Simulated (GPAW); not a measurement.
Runs of GPAW 26.7.0 on TiSi2. Symmetry: Fddd, No. 70, orthorhombic system. The conventional cell has a = 4.779 Å, b = 8.235 Å, c = 8.526 Å, α = 90.00°, β = 90.00°, γ = 90.00°. Around Ti (site symmetry 222) lie 10 Si at 2.55 to 2.78 Å. Si (site symmetry 2) has 5 Si at 2.52 to 2.79 Å and 5 Ti at 2.55 to 2.78 Å as nearest neighbours. The cell is a database's computed one.

```tsv
task	level	potentials or basis	cell	k mesh	cutoff (eV)	smearing	maxiter	band path	band points	convergence	supercell	gap on the mesh (eV)	pressure (GPa)	largest force (eV/Å)
band structure	PBE	GPAW PAW data sets (gpaw-data 1.2.1), pw	as given	5 × 5 × 5	600	fermi-dirac 0.05 eV	150	GYTZGXA1Y,TX1,XAZ,LG	80	-	-	-	2.4	0.04
band structure	RPBE	the program's PAW data sets (release 1.2.1) made for this functional, pw	as given	7 × 7 × 7	600	fermi-dirac 0.05 eV	150	GYTZGXA1Y,TX1,XAZ,LG	100	-	-	-	(b)	-
phonons	LDA	PAW data sets generated in the run's folder for this functional, pw	atoms relaxed	7 × 7 × 7	510	fermi-dirac 0.05 eV	150	-	-	density=1e-06 eigenstates=1e-09	1 × 1 × 1	none	-4.6	-
band structure	PBEsol	PAW data sets generated in the run's folder for this functional, pw	as given	5 × 5 × 5	600	fermi-dirac 0.05 eV	150	GYTZGXA1Y,TX1,XAZ,LG	80	-	-	-	-1.5	0.01
band structure	PBE	GPAW PAW data sets (gpaw-data 1.2.1), pw	as given	7 × 7 × 7	600	fermi-dirac 0.05 eV	150	GYTZGXA1Y,TX1,XAZ,LG	60	-	-	-	2.4	0.02
single point	PBE	GPAW PAW data sets (gpaw-data 1.2.1), pw	as given	7 × 7 × 7	600	gaussian 0.011 eV	150	-	-	-	-	none	2.4	0.01
band structure	r2SCAN	GPAW PAW data sets (gpaw-data 1.2.1), pw	as given	5 × 5 × 5	600	fermi-dirac 0.05 eV	150	GYTZGXA1Y,TX1,XAZ,LG	80	-	-	-	(c)	(a)
single point	PBEsol	PAW data sets generated in the run's folder for this functional, pw	as given	7 × 7 × 7	600	fermi-dirac 0.05 eV	150	-	-	-	-	none	-1.5	0.05
band structure	LDA	the program's PAW data sets (release 1.2.1) made for this functional, pw	as given	7 × 7 × 7	600	fermi-dirac 0.05 eV	150	GYTZGXA1Y,TX1,XAZ,LG	100	-	-	-	-4.7	0.06
relaxation of cell and atoms	RPBE	the program's PAW data sets (release 1.2.1) made for this functional, pw	relaxed	5 × 5 × 5	600	fermi-dirac 0.05 eV	150	-	-	density=1e-05 forces=0.0001	-	none	0.0	-
single point	LDA	the program's PAW data sets (release 1.2.1) made for this functional, pw	as given	6 × 6 × 6	450	fermi-dirac 0.05 eV	120	-	-	default	-	none	-4.6	0.11
```

Alike in all rows: no spin polarisation.

Q: Fill in the values left out.

A: (a) 0.08; (b) 5.1; (c) 0.3.

Caveats: the cutoff is short for stress and forces, so pressures can be off by a GPa or more (some runs); the cell is more than 3 GPa from zero pressure, which shifts response properties (some runs); the PAW data sets were made with another functional, which shifts forces and pressure a little (some runs); later steps reuse the first step's grids (some runs).

A k mesh can miss the band edges.

A gap of «none» marks a metal or a gap under the smearing width.

Not every run made on this cell is shown here.
